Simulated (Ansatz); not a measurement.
MgZn$_{5}$O$_{6}$ (P-4m2) at 2 levels of theory

One geometry, relaxed with PBE; plane waves with PAW potentials in Ansatz, scalar-relativistic. No spin polarisation. Gaps are the least over mesh and band path; pressure is positive in compression.

```cif
data_structure
_symmetry_space_group_name_H-M 'P-4m2'
_symmetry_Int_Tables_number 115
_cell_length_a 3.2709
_cell_length_b 3.2709
_cell_length_c 13.7852
_cell_angle_alpha 90.000
_cell_angle_beta 90.000
_cell_angle_gamma 90.000
_cell_volume 147.48
loop_
_atom_site_label
_atom_site_type_symbol
_atom_site_symmetry_multiplicity
_atom_site_Wyckoff_symbol
_atom_site_fract_x
_atom_site_fract_y
_atom_site_fract_z
_atom_site_occupancy
Mg1 Mg 1 d 0.00000 0.00000 0.50000 1
Zn1 Zn 2 e 0.00000 0.00000 0.83290 1
Zn2 Zn 1 b 0.50000 0.50000 0.00000 1
Zn3 Zn 2 f 0.50000 0.50000 0.33431 1
O1 O 2 g 0.50000 0.00000 0.08355 1
O2 O 2 g 0.00000 0.50000 0.25062 1
O3 O 2 g 0.50000 0.00000 0.41839 1
```

```tsv
level	cutoff (eV)	k mesh	gap (eV)	pressure (GPa)
PBE	420	8×8×2	0.96	0.0
```

Q: What comes out on the same cell with PBEsol?

A:
```tsv
level	cutoff (eV)	k mesh	gap (eV)	pressure (GPa)
PBEsol	420	8×8×2	0.86	-5.4
```

The structure comes from a generated guess; another structure or a mixture of phases may lie lower.
